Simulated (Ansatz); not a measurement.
BaSnO3 (cubic perovskite, Pm-3m), PBE in the plane-wave PAW code Ansatz. The conduction-band minimum lies at Γ, with 1 equivalent valley. Second derivatives d²E/dk² of the lowest band at one valley (eV·Å²), along Cartesian directions:

```csv
direction,d²E/dk²
[100],58.52
[010],58.52
[001],58.52
[110],58.49
[101],58.49
[011],58.49
```

Problem. Find the principal effective masses, the density-of-states mass and the conductivity mass.

Solution. Off-diagonal terms follow from H_xy = H[110] − (H_xx + H_yy)/2, and m*/mₑ = 7.620 eV·Å² over each eigenvalue: 0.13, 0.13, 0.13. One valley's DOS mass (m₁m₂m₃)^(1/3) = 0.13, conductivity mass 3/(Σ 1/mᵢ) = 0.13 mₑ.

Problem. What effective density of states Nc follows at 300 K for parabolic valleys?

Solution. Nc = 2.509e19 × 1 × (0.13)^(3/2) ≈ 1.2e18 cm⁻³.

Problem. With the computed static dielectric constant 24.7 (mean of the diagonal), estimate a hydrogenic donor's binding energy and radius.

Solution. E = 13.606 eV × 0.13/24.7² ≈ 2.9 meV; a = 0.529 Å × ε/m* ≈ 100 Å. Semilocal masses tend to be too small where the gap is.

Symmetry was held in the PBE relaxation. At this level the phase is dynamically unstable (imaginary phonons). Scalar-relativistic: spin–orbit coupling is off unless named, which matters more the heavier the elements.

Potentials: the later of the program's two PAW sets.
